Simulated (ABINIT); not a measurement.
A run of ABINIT 10.8.3 (patched build):

File run.abi:

```
ndtset 2

pp_dirpath "./"
pseudos "Sb.GGA_PBE-JTH.xml"

acell 4.5066618304 4.5066618304 4.5066618304 Angstrom
rprim
     0.4780034715     0.2759754330     0.8338766345
    -0.4780034715     0.2759754330     0.8338766345
     0.0000000000    -0.5519508659     0.8338766345
ntypat 1
znucl 51
natom 2
typat 1 1
xred
     0.7665100000     0.7665100000     0.7665100000
     0.2334900000     0.2334900000     0.2334900000

ecut 435.382180 eV
pawecutdg 32.0

ixc -144130

occopt 3
tsmear 0.05 eV

nstep 100

iomode 3
prtwf 0
prteig 0
prtebands 0
enunit 1
prtden1 1

kptopt1 1
ngkpt1 8 8 8
nshiftk1 1
shiftk1 0.0 0.0 0.0
nband1 19
tolvrs1 1.0e-9

iscf2 -2
getden2 1
nband2 25
nbdbuf2 4
tolwfr2 1.0e-11
kptopt2 -2
ndivsm2 5
prteig2 1
kptbounds2
     0.0000000000     0.0000000000     0.0000000000
     0.5000000000     0.0000000000     0.0000000000
     0.5000000000     0.2396873643    -0.2396873643
```

Potentials or basis: JTH PAW PBE v2.0.

Run with:

```bash
$ abinit run.abi > log 2>&1
```

Hardware: 1 thread of AMD EPYC 9R45 96-Core Processor (Zen 5), on a shared host.

Problem. Estimate the wall time of this run.

Solution. Wall time 29 s on 1 thread of AMD EPYC 9R45 96-Core Processor (Zen 5), with other jobs on the host, peak memory 0.15 GiB. Counts: scf iterations 11, mpi ranks 1, k points 65, bands 19, plane waves 1276.
